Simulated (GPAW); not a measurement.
# NaCl (Fm-3m): one start, several treatments of the self-energy

How much does the gap of NaCl (Fm-3m) depend on the approximation to the self-energy?

Program: GPAW 26.7.0. Level of theory: PBE and many-body steps on it, plane waves. Results are calculated unless marked as measured.

Most raw output is cut from this account.

The database entry behind the starting cell differs from later determinations by our own check (an axis about 0.4 % short against later determinations), so it need not match the best structure at ambient conditions.

## Step 1: The structure

The structure is cubic, space group Fm-3m (No. 225). Conventional cell: a = 5.620 Å, b = 5.620 Å, c = 5.620 Å, α = 90.00°, β = 90.00°, γ = 90.00°. Nearest to Na lie 6 Cl at 2.81 Å. Cl has 6 Na at 2.81 Å nearest. Farther neighbours and most contacts between anions are not listed.

As a file:

```cif
data_structure
_symmetry_space_group_name_H-M 'P 1'
_symmetry_Int_Tables_number 1
_cell_length_a 3.9739
_cell_length_b 3.9739
_cell_length_c 3.9739
_cell_angle_alpha 60.000
_cell_angle_beta 60.000
_cell_angle_gamma 60.000
_cell_volume 44.38
loop_
_atom_site_label
_atom_site_type_symbol
_atom_site_fract_x
_atom_site_fract_y
_atom_site_fract_z
_atom_site_occupancy
Na1 Na 0.00000 0.00000 0.00000 1
Cl2 Cl 0.50000 0.50000 0.50000 1
```

The cell and positions come from the Crystallography Open Database and are kept as given unless a step says otherwise.

## Step 2: Empty states on the mesh, 6×6×6 mesh, 243 bands

This step: GPAW 26.7.0; DFT, PBE, plane waves, PAW.

The sums over transitions need many empty states on a uniform mesh; this step solves for them.

run.py reads:

```python
import json
import numpy as np
from gpaw.mpi import world
from gpaw import GPAW

calc = GPAW('gs.gpw').fixed_density(kpts={'size': (6, 6, 6), 'gamma': True},
    parallel={'domain': 1, 'band': 1},
    txt='nscf.txt')
calc.diagonalize_full_hamiltonian(nbands=243)
calc.write('full.gpw', mode='all')
res = {}
kpts = calc.get_ibz_k_points()
res['kpts'] = kpts
res['eigenvalues'] = [calc.get_eigenvalues(kpt=k) for k in range(len(kpts))]
res['n_electrons'] = calc.get_number_of_electrons()

if world.rank == 0:
    with open('result.json', 'w') as f:
        json.dump(res, f, default=lambda x: x.tolist())
```

On the command line:

```
> mpirun -n 4 gpaw python run.py
```

Wall time 8.8 s (4 MPI ranks of Arm Neoverse V1, shared host); peak memory 0.98 GiB.

Numbers from this step:

```
gap                                                           : 5.159 eV
k of the valence top                                          : 0, 0, 0
k of the conduction bottom                                    : 0, 0, 0
least direct gap                                              : 5.159 eV
k points computed                                             : 16
lowest point of the top converged band, above the valence top : 167.7394 eV
```

On this mesh the gap is 5.159 eV.

## Step 3: G0W0, Godby-Needs plasmon pole

Now the one-shot GW correction: screening in the RPA, then the self-energy of the levels asked for.

This step: G0W0 with a vertex from the rALDA kernel on PBE, plane waves, PAW.

run.py reads:

```python
import json
import numpy as np
from gpaw.mpi import world
from gpaw.response.g0w0 import G0W0

gw = G0W0('full.gpw',
    filename='gw',
    kpts=[0],
    bands=(5, 9),
    ecut=175,
    nbands=233,
    integrate_gamma='WS',
    ppa=True,
    xc='rALDA',
    fxc_mode=None,
    fxc_modes=['GWP', 'GWS', 'GWG'],
    do_GW_too=True)
gw.calculate()
res = {mode: {k: v for k, v in r.items() if k != 'sigma_eskwn'}
       for mode, r in gw.all_results.items()}

if world.rank == 0:
    with open('result.json', 'w') as f:
        json.dump(res, f, default=lambda x: x.tolist())
```

On the command line:

```
> mpirun -n 4 gpaw python run.py
```

The job ended after 9 min (4 MPI ranks; peak memory 2.7 GiB).

Numbers from this step:

```
gap with the vertex in the polarisability    : 7.782 eV
gap with the vertex in the self-energy       : 8.212 eV
gap with the vertex in both                  : 8.002 eV
G0W0 gap on the points computed              : 8.009 eV
least direct G0W0 gap on the computed points : 8.009 eV
Z at the valence top                         : 0.8147
Z at the conduction bottom                   : 0.8681
starting gap on the mesh                     : 5.159 eV
k of the valence top                         : 0, 0, 0
k of the conduction bottom                   : 0, 0, 0
```

The gap on the mesh goes from 5.16 eV to 8.01 eV, a correction of +2.85 eV.

## Step 4: G0W0 with rALDA vertex

run.py: that of step 3 with these lines changed.

```diff
@@ -9,4 +9,4 @@
     bands=(5, 9),
-    ecut=175,
-    nbands=233,
+    ecut=105,
+    nbands=108,
     integrate_gamma='WS',
@@ -14,5 +14,3 @@
     xc='rALDA',
-    fxc_mode=None,
-    fxc_modes=['GWP', 'GWS', 'GWG'],
-    do_GW_too=True)
+    fxc_mode='GWG')
 gw.calculate()
```

On the command line:

```
> mpirun -n 4 gpaw python run.py
```

Wall time 94 s (4 MPI ranks); peak memory 1.7 GiB; 6.3 min of CPU time.

Numbers from this step:

| Quantity | Value |
| --- | --- |
| quasiparticle gap on the points computed | 7.965 eV |
| least direct quasiparticle gap on the computed points | 7.965 eV |
| Z at the valence top | 0.8212 |
| Z at the conduction bottom | 0.8783 |
| starting gap on the mesh | 5.159 eV |
| k of the valence top | 0, 0, 0 |
| k of the conduction bottom | 0, 0, 0 |

Against G0W0 in GPAW (6×6×6 mesh, 233 bands, screening to 175 eV, Godby-Needs plasmon pole), the gap moves by −0.043 eV.

## Step 5: Side by side

Times are wall times on 4 MPI ranks of Arm Neoverse V1, shared host, good to a factor of about two.

```csv
run,mesh,bands,screening cutoff (eV),DFT gap (eV),gap on the mesh (eV),direct (eV),time
"G0W0, Godby-Needs plasmon pole",6×6×6,233,175,5.159,8.009,8.009,9 min
G0W0 with rALDA vertex,6×6×6,108,105,5.159,7.965,7.965,94 s
```

## Step 6: Outcome

```
G0W0, Godby-Needs plasmon pole : 8.009 eV
G0W0 with rALDA vertex         : 7.965 eV
known limits                   : not at the basis limit
```

G0W0 with rALDA vertex: −0.043 eV against G0W0, Godby-Needs plasmon pole, at other bands or cutoff, so not like for like. With the rALDA kernel as a vertex the gap is 7.78 eV (in the polarisability), 8.21 eV (in the self-energy) and 8.00 eV (in both), against 8.01 eV without. Bands and cutoff are finite, so the gap is not at the basis limit. The miss can reach some tenths of an eV and take either sign; the mesh is an error of its own. These stock PAW sets were not made for GW. In the G0W0 runs levels were corrected at 1 k point alone, so a gap called «on the mesh» is the least over those, and an edge elsewhere would be missed.

[Paths, hosts, dates, memory and timing lines, banners, echoed tables and standing remarks are left out of the program output.]

[Logs are printed without paths, hosts, clocks, repeated set-up lines and the standing remarks that a program may print on its own settings, such as how far it seeks lower states.]

[Runs of the session that timed out or met a known fault of the program may be left out.]

[Hosts, paths, dates, database ids (printed as entryN), source tags and the programs' standing remarks are cut or masked in the printed files.]
